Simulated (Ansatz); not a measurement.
Write the native input for Ansatz 0.2.0 that does the following.

```yaml
Task: single point
Functional: PBEsol
Potentials_or_basis: all-electron LAPW, scalar-relativistic
Cutoff: 458 eV (chosen from the basis error)
Basis_error_allowed: 0.001 eV/atom
k_mesh: 9 × 9 × 5
Occupations: fermi-dirac, width 0.05 eV
Spin: no spin polarisation
```

The system is CuO.

```
Cu O
1.0
     1.99097   -2.15355    0.00000
     1.99097    2.15355    0.00000
     0.00000    0.00000    5.15593
Cu O
2 2
Direct
  0.50139 0.99208 0.99690
  0.99817 0.48870 0.49358
  0.49427 0.50718 0.25213
  0.50850 0.50044 0.74135
```

The cell comes from a database or a generator and needn't be the stable form of this composition.

The cell isn't the ideal one: atoms moved at random, drawn with an rms of 0.05 Å.

The input as run:

input.yaml

```yaml
crystal:
  lattice:
    - [1.990968, -2.15355, 0.0]
    - [1.990968, 2.15355, 0.0]
    - [0.0, 0.0, 5.155928]
  atoms:
    - { symbol: Cu, position: [0.501391, -0.00792, -0.003099] }
    - { symbol: Cu, position: [-0.001827, 0.488699, 0.493582] }
    - { symbol: O, position: [0.494269, 0.507184, 0.252127] }
    - { symbol: O, position: [0.508504, 0.500442, 0.741345] }
kpoints:
  mp_grid: { grid: [9, 9, 5] }
scf:
  occupations: { method: fermi_dirac, width: 0.05 }
hamiltonian:
  xc: pbesol
  pseudopotentials: { kind: all_electron, lapw: { basis_error: 0.001 } }
output:
  forces: true
  stress: true
  eigenvalues: true
  populations: true
```

Potentials or basis: all-electron LAPW, scalar-relativistic.

Command:

```sh
$ ansatz run input.yaml --threads 2 --pin off --max-ram 8192MiB --backend cpu --events-out ev --progress --plain --runs-dir out
```

Results of the run:

The pressure is -5.8 GPa, the largest force is 0.608 eV/Å and the band gap on the k mesh is none (metal or under the smearing width). The loewdin charges are Cu +0.98, +1.01; O -0.88 e.

Caveat: the atomic charges don't sum to the cell's charge; the run has no spin polarisation, though such a crystal can be magnetic; semilocal functionals often make such compounds metallic where correlation or magnetic order opens a gap, which also shifts bond lengths.

It took 2.5 min on 2 threads of Intel(R) Xeon(R) Platinum 8259CL CPU @ 2.50GHz (Skylake/Cascade Lake) (shared host), peak memory 1.2 GiB.
